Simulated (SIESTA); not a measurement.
SrO under changes of volume

One of the cells (16.995 Å³/atom); the others are scaled copies at fixed shape and fractional positions:

```xyz
4
Lattice="3.5533 0.0000 0.0000 -1.7766 3.0772 0.0000 0.0000 0.0000 6.2173" Properties=species:S:1:pos:R:3 pbc="T T T"
Sr    1.7766    1.0257    4.6630
Sr    0.0000    2.0515    1.5543
O     0.0000    0.0000    3.1087
O     0.0000    0.0000    0.0000
```

Measurements of this composition are mostly on another form, of space group No. 225.

```yaml
Program: SIESTA 5.4.2
Functional: LDA
Potentials_or_basis: PseudoDojo 0.4 standard (LDA files)
Basis: DZP (energy shift 0.003 Ry; two zetas on semicore shells; d shell added on Sr)
Grid_cutoff: 800 Ry
Energy_shift: 0.003 Ry
k_mesh: 9 × 9 × 5
Occupations: fermi-dirac, width 0.05 eV
Spin: no spin polarisation
```

```csv
volume (Å³/atom),energy over the lowest point (meV/atom),pressure (GPa),gap on the mesh (eV)
15.976,0.00,0.7,2.91
16.316,?,?,?
16.656,6.24,-3.5,2.91
16.995,15.48,-5.2,2.90
17.335,28.20,-6.8,2.89
17.675,44.09,-8.2,2.78
18.015,62.74,-9.4,2.67
```

Q: What does the run at 16.316 Å³/atom give?

A: Energy over the lowest point 0.93 meV/atom; pressure -1.5 GPa; gap on the mesh 2.91 eV.

Worked out: A Birch-Murnaghan fit of order 3 (a polynomial in V^(-2/3)) to the other rows has its minimum at 16.08 Å³/atom with B0 = V·E''(V) = 106 GPa and B' = 4.4 at fixed shape and positions, which overstates the stiffness. It gives 0.92 meV/atom at 16.316 Å³/atom, against the run's 0.93, and -dE/dV = -1.5 GPa, against -1.5. A parabola through the other rows of the gap, of slope 0.762 eV per unit of ln V there, gives 2.93 eV, against the run's 2.91. The fit is too stiff a form for this range.

Energies are extrapolated to zero smearing.

Caveats: an odd mesh through Γ misses points on the zone boundary, where band edges often lie; the basis of atomic orbitals isn't converged, which shifts pressures, moduli and gaps. Spin-orbit coupling on Sr is left out.
